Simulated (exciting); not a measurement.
# Se (P-1) in exciting: band structure with PBEsol

Aim: the band structure of Se with PBEsol.

Everything below comes from runs of exciting (release sodium). Logs are shortened: lines on timing, memory, paths and dates and some standing lists are left out, and cuts for length are marked.

## (1) The structure

The typed cell holds 1 atom: a = 2.814 Å, b = 2.821 Å, c = 2.799 Å, α = 90.47°, β = 91.32°, γ = 88.39°.

This isn't the form of Se at room conditions, which is trigonal, of chains.

## (2) Band structure, PBEsol

Input file input.xml:

```xml
<input>
  <title>Se</title>
  <structure speciespath="./" tshift="false">
    <crystal scale="1">
      <basevect>5.316247453664 0.074470327119 -0.060724459289</basevect>
      <basevect>0.074470327119 5.330359928363 -0.021338787399</basevect>
      <basevect>-0.060724459289 -0.021338787399 5.288874770749</basevect>
    </crystal>
    <species speciesfile="Se.xml" rmt="2">
      <atom coord="0.000000000000 0.000000000000 0.000000000000"/>
    </species>
  </structure>
  <groundstate do="fromscratch" ngridk="9 9 9" rgkmax="9" gmaxvr="14" lmaxapw="10" lmaxmat="10" lmaxvr="8" xctype="GGA_PBE_SOL" stype="Gaussian" swidth="0.00367493" nempty="8" ValenceRelativity="iora*" epsengy="1e-05" epspot="1e-05" maxscl="60" outputlevel="low"/>
  <properties>
    <bandstructure>
      <plot1d>
        <path steps="80">
          <point coord="0 0 -0.5" label="X"/>
          <point coord="0 0 0" label="G"/>
          <point coord="0 0.5 0" label="Y" breakafter="true"/>
          <point coord="0 0.5 -0.5" label="L"/>
          <point coord="0 0 0" label="G"/>
          <point coord="0.5 0 0" label="Z" breakafter="true"/>
          <point coord="0.5 0 -0.5" label="N"/>
          <point coord="0 0 0" label="G"/>
          <point coord="0.5 0.5 0" label="M" breakafter="true"/>
          <point coord="0.5 0.5 -0.5" label="R"/>
          <point coord="0 0 0" label="G"/>
        </path>
      </plot1d>
    </bandstructure>
    <dos nwdos="300" winddos="-0.6 0.5" inttype="tetra" ngrdos="100" nsmdos="0" lmirep="true"/>
  </properties>
</input>
```

Potentials or basis: all-electron LAPW+lo, shipped species files, valence relativity iora*.

Started as:

```bash
OMP_NUM_THREADS=1 exciting_smp
```

INFO.OUT:

```text
================================================================================
EXCITING SODIUM started
[... 10 lines left out ...]

 Lattice vectors (cartesian) :
      5.3162474537      0.0744703271     -0.0607244593
      0.0744703271      5.3303599284     -0.0213387874
     -0.0607244593     -0.0213387874      5.2888747707

 Reciprocal lattice vectors (cartesian) :
      1.1822684424     -0.0164633679      0.0135078456
     -0.0164633679      1.1790027121      0.0045678448
      0.0135078456      0.0045678448      1.1881739138

 Unit cell volume                           :     149.8223399660
 Brillouin zone volume                      :       1.6556290170

 Species :    1 (Se)
     parameters loaded from                 :    Se.xml
     name                                   :    selenium

     atomic positions (lattice) :
       1 :   0.00000000  0.00000000  0.00000000

 Total number of atoms per unit cell        :       1

 Spin treatment                             :    spin-unpolarised

 Number of Bravais lattice symmetries       :       2
 Number of crystal symmetries               :       2

 k-point grid                               :       9    9    9
 Total number of k-points                   :     365
 k-point set is reduced with crystal symmetries

 R^MT_min * |G+k|_max (rgkmax)              :       9.00000000

 G-vector grid sizes                        :      24    24    24
 Total number of G-vectors                  :    6937

 Total nuclear charge                       :     -34.00000000
 Total electronic charge                    :      34.00000000

 Number of empty states                     :       8
 Total number of valence states             :      17

 Exchange-correlation type                  :      22
     PBEsol, Phys. Rev. Lett. 100, 136406 (2008)
     Generalised gradient approximation (GGA)

 Smearing scheme                            :    Gaussian
 Smearing width                             :       0.00367493

++++++++++++++++++++++++++++++++++++++++++++++++++++++++++++++++++++++++++++++++
+ Ending initialization                                                        +
++++++++++++++++++++++++++++++++++++++++++++++++++++++++++++++++++++++++++++++++

********************************************************************************
* Groundstate module started                                                   *
********************************************************************************
 Output level for this task is set to low

++++++++++++++++++++++++++++++++++++++++++++++++++++++++++++++++++++++++++++++++
[... 5 lines left out ...]
+ SCF iteration number :    1                                                  +
++++++++++++++++++++++++++++++++++++++++++++++++++++++++++++++++++++++++++++++++
 Total energy                               :     -2427.96678114
 _______________________________________________________________
 Fermi energy                               :         0.24220962
 DOS at Fermi energy (states/Ha/cell)       :        19.66130343
 Electron charge: Core leakage              :         0.00079874

++++++++++++++++++++++++++++++++++++++++++++++++++++++++++++++++++++++++++++++++
+ SCF iteration number :    2                                                  +
++++++++++++++++++++++++++++++++++++++++++++++++++++++++++++++++++++++++++++++++
 Total energy                               :     -2428.25267614
 _______________________________________________________________
 Fermi energy                               :         0.24110181
 DOS at Fermi energy (states/Ha/cell)       :        19.74314596
 Electron charge: Core leakage              :         0.00079634

 RMS change in effective potential (target) :  0.160081E-01  ( 0.100000E-04)
 Absolute change in total energy   (target) :  0.285895      ( 0.100000E-04)
 Charge distance                   (target) :  0.320482E-03  ( 0.100000E-04)

++++++++++++++++++++++++++++++++++++++++++++++++++++++++++++++++++++++++++++++++
+ SCF iteration number :    3                                                  +
++++++++++++++++++++++++++++++++++++++++++++++++++++++++++++++++++++++++++++++++
 Total energy                               :     -2428.43421632
 _______________________________________________________________
 Fermi energy                               :         0.24036359
 DOS at Fermi energy (states/Ha/cell)       :        19.79531805
 Electron charge: Core leakage              :         0.00079493

 RMS change in effective potential (target) :  0.117400E-01  ( 0.100000E-04)
 Absolute change in total energy   (target) :  0.181540      ( 0.100000E-04)
 Charge distance                   (target) :  0.222637E-03  ( 0.100000E-04)

++++++++++++++++++++++++++++++++++++++++++++++++++++++++++++++++++++++++++++++++
+ SCF iteration number :    4                                                  +
++++++++++++++++++++++++++++++++++++++++++++++++++++++++++++++++++++++++++++++++
 Total energy                               :     -2428.30883219
 _______________________________________________________________
 Fermi energy                               :         0.23950909
 DOS at Fermi energy (states/Ha/cell)       :        19.85694191
 Electron charge: Core leakage              :         0.00079528

 RMS change in effective potential (target) :  0.403490E-02  ( 0.100000E-04)
 Absolute change in total energy   (target) :  0.125384      ( 0.100000E-04)
 Charge distance                   (target) :  0.569525E-03  ( 0.100000E-04)

++++++++++++++++++++++++++++++++++++++++++++++++++++++++++++++++++++++++++++++++
+ SCF iteration number :    5                                                  +
++++++++++++++++++++++++++++++++++++++++++++++++++++++++++++++++++++++++++++++++
 Total energy                               :     -2428.56614190
 _______________________________________________________________
 Fermi energy                               :         0.23960393
 DOS at Fermi energy (states/Ha/cell)       :        19.85677042
 Electron charge: Core leakage              :         0.00079321

 RMS change in effective potential (target) :  0.228823E-03  ( 0.100000E-04)
 Absolute change in total energy   (target) :  0.257310      ( 0.100000E-04)
 Charge distance                   (target) :  0.248040E-03  ( 0.100000E-04)

++++++++++++++++++++++++++++++++++++++++++++++++++++++++++++++++++++++++++++++++
+ SCF iteration number :    6                                                  +
++++++++++++++++++++++++++++++++++++++++++++++++++++++++++++++++++++++++++++++++
 Total energy                               :     -2428.60240977
 _______________________________________________________________
 Fermi energy                               :         0.23935282
 DOS at Fermi energy (states/Ha/cell)       :        19.86880857
 Electron charge: Core leakage              :         0.00079306

 RMS change in effective potential (target) :  0.235790E-03  ( 0.100000E-04)
 Absolute change in total energy   (target) :  0.362679E-01  ( 0.100000E-04)
 Charge distance                   (target) :  0.696607E-04  ( 0.100000E-04)

++++++++++++++++++++++++++++++++++++++++++++++++++++++++++++++++++++++++++++++++
+ SCF iteration number :    7                                                  +
++++++++++++++++++++++++++++++++++++++++++++++++++++++++++++++++++++++++++++++++
 Total energy                               :     -2428.58013287
 _______________________________________________________________
 Fermi energy                               :         0.23938443
 DOS at Fermi energy (states/Ha/cell)       :        19.86666667
 Electron charge: Core leakage              :         0.00079319

 RMS change in effective potential (target) :  0.612962E-04  ( 0.100000E-04)
 Absolute change in total energy   (target) :  0.222769E-01  ( 0.100000E-04)
 Charge distance                   (target) :  0.271817E-04  ( 0.100000E-04)

++++++++++++++++++++++++++++++++++++++++++++++++++++++++++++++++++++++++++++++++
+ SCF iteration number :    8                                                  +
++++++++++++++++++++++++++++++++++++++++++++++++++++++++++++++++++++++++++++++++
 Total energy                               :     -2428.58451572
 _______________________________________________________________
 Fermi energy                               :         0.23938698
 DOS at Fermi energy (states/Ha/cell)       :        19.86680658
 Electron charge: Core leakage              :         0.00079316

 RMS change in effective potential (target) :  0.573561E-05  ( 0.100000E-04)
 Absolute change in total energy   (target) :  0.438285E-02  ( 0.100000E-04)
 Charge distance                   (target) :  0.567790E-05  ( 0.100000E-04)

++++++++++++++++++++++++++++++++++++++++++++++++++++++++++++++++++++++++++++++++
+ SCF iteration number :    9                                                  +
++++++++++++++++++++++++++++++++++++++++++++++++++++++++++++++++++++++++++++++++
 Total energy                               :     -2428.58416956
 _______________________________________________________________
 Fermi energy                               :         0.23938679
 DOS at Fermi energy (states/Ha/cell)       :        19.86673865
 Electron charge: Core leakage              :         0.00079316

 RMS change in effective potential (target) :  0.450968E-06  ( 0.100000E-04)
 Absolute change in total energy   (target) :  0.346154E-03  ( 0.100000E-04)
 Charge distance                   (target) :  0.608659E-06  ( 0.100000E-04)

++++++++++++++++++++++++++++++++++++++++++++++++++++++++++++++++++++++++++++++++
+ SCF iteration number :   10                                                  +
++++++++++++++++++++++++++++++++++++++++++++++++++++++++++++++++++++++++++++++++
 Total energy                               :     -2428.58413542
 _______________________________________________________________
 Fermi energy                               :         0.23938677
 DOS at Fermi energy (states/Ha/cell)       :        19.86676711
 Electron charge: Core leakage              :         0.00079316

 RMS change in effective potential (target) :  0.104197E-06  ( 0.100000E-04)
 Absolute change in total energy   (target) :  0.341411E-04  ( 0.100000E-04)
 Charge distance                   (target) :  0.116518E-06  ( 0.100000E-04)

++++++++++++++++++++++++++++++++++++++++++++++++++++++++++++++++++++++++++++++++
+ SCF iteration number :   11                                                  +
++++++++++++++++++++++++++++++++++++++++++++++++++++++++++++++++++++++++++++++++
 Total energy                               :     -2428.58414087
 _______________________________________________________________
 Fermi energy                               :         0.23938678
 DOS at Fermi energy (states/Ha/cell)       :        19.86675941
 Electron charge: Core leakage              :         0.00079316

 RMS change in effective potential (target) :  0.149653E-07  ( 0.100000E-04)
 Absolute change in total energy   (target) :  0.545159E-05  ( 0.100000E-04)
 Charge distance                   (target) :  0.132142E-07  ( 0.100000E-04)

++++++++++++++++++++++++++++++++++++++++++++++++++++++++++++++++++++++++++++++++
+ SCF iteration number :   12                                                  +
++++++++++++++++++++++++++++++++++++++++++++++++++++++++++++++++++++++++++++++++
 Total energy                               :     -2428.58414170
 _______________________________________________________________
 Fermi energy                               :         0.23938678
 DOS at Fermi energy (states/Ha/cell)       :        19.86676535
 Electron charge: Core leakage              :         0.00079316

 RMS change in effective potential (target) :  0.229782E-08  ( 0.100000E-04)
 Absolute change in total energy   (target) :  0.827399E-06  ( 0.100000E-04)
 Charge distance                   (target) :  0.287598E-08  ( 0.100000E-04)

++++++++++++++++++++++++++++++++++++++++++++++++++++++++++++++++++++++++++++++++
| Convergency criteria checked for the last 2 iterations                       +
| Convergence targets achieved. Performing final SCF iteration                 +
++++++++++++++++++++++++++++++++++++++++++++++++++++++++++++++++++++++++++++++++
 Total energy                               :     -2428.58414180
 _______________________________________________________________
 Fermi energy                               :         0.23938678
 DOS at Fermi energy (states/Ha/cell)       :        19.86676591
 Electron charge: Core leakage              :         0.00079316

++++++++++++++++++++++++++++++++++++++++++++++++++++++++++++++++++++++++++++++++
[... 12 lines left out ...]
| EXCITING SODIUM stopped                                                      =
================================================================================
```

Run time: 3.9 min. Hardware: 1 thread of Arm Neoverse V1, shared host; peak memory 0.1 GiB.

Results:

```yaml
Free_energy: -66085.1448 eV
Band_gap_on_the_k_mesh: none (metal or under the smearing width)
Density_of_states_at_the_Fermi_level: 0.73 states/eV per cell
```

Levels at the corners of the path, in eV from the Fermi level:
```
point  band 4  band 5  band 6  band 7  band 8  band 9  band 10  band 11  band 12  band 13
    X  -48.59  -48.58  -14.01   -7.16    2.78    2.93    10.02    11.56    12.37    13.51
    Γ  -48.59  -48.58  -16.20    1.28    1.41    1.56     7.66     7.75     7.88    22.62
    Y  -48.59  -48.58  -14.11   -7.11    2.79    2.98     9.98    11.57    12.48    13.69
    L  -48.59  -48.57  -11.94   -5.22   -5.06    2.73     4.17    13.47    15.94    16.09
    Γ  -48.59  -48.58  -16.20    1.28    1.41    1.56     7.66     7.75     7.88    22.62
    Z  -48.59  -48.58  -14.07   -7.13    2.77    2.97     9.97    11.53    12.45    13.63
    N  -48.59  -48.57  -11.90   -5.27   -4.99    2.73     4.13    13.49    15.77    16.08
    Γ  -48.59  -48.58  -16.20    1.28    1.41    1.56     7.66     7.75     7.88    22.62
    M  -48.59  -48.57  -12.01   -5.30   -4.98    2.72     4.26    13.57    15.97    16.29
    R  -48.57  -48.57   -9.79   -3.61   -3.36   -3.18     5.44     5.80     5.97     9.69
    Γ  -48.59  -48.58  -16.20    1.28    1.41    1.56     7.66     7.75     7.88    22.62
```

States per cell in windows of 1 eV (zero at the Fermi level; states under -8 eV left out):
```csv
from (eV),total,Se1 p,Se1 d,Se1 s
-8.0,0.01,0.00,0.00,0.00
-7.0,0.26,0.09,0.00,0.00
-6.0,0.60,0.23,0.00,0.01
-5.0,0.78,0.32,0.00,0.01
-4.0,0.72,0.31,0.01,0.02
-3.0,0.61,0.27,0.01,0.02
-2.0,0.52,0.23,0.01,0.02
-1.0,0.49,0.23,0.01,0.02
0.0,0.56,0.29,0.01,0.02
1.0,0.66,0.37,0.01,0.01
2.0,0.57,0.35,0.00,0.01
3.0,0.32,0.13,0.01,0.00
4.0,0.25,0.02,0.02,0.00
5.0,0.33,0.02,0.03,0.00
6.0,0.35,0.02,0.04,0.00
7.0,0.38,0.03,0.04,0.00
```

Caveat: the log's total energy holds no entropy term; the free energy is that total less TS from the occupations; the tetrahedron DOS on this energy grid can lose part of the weight of narrow d or f bands.
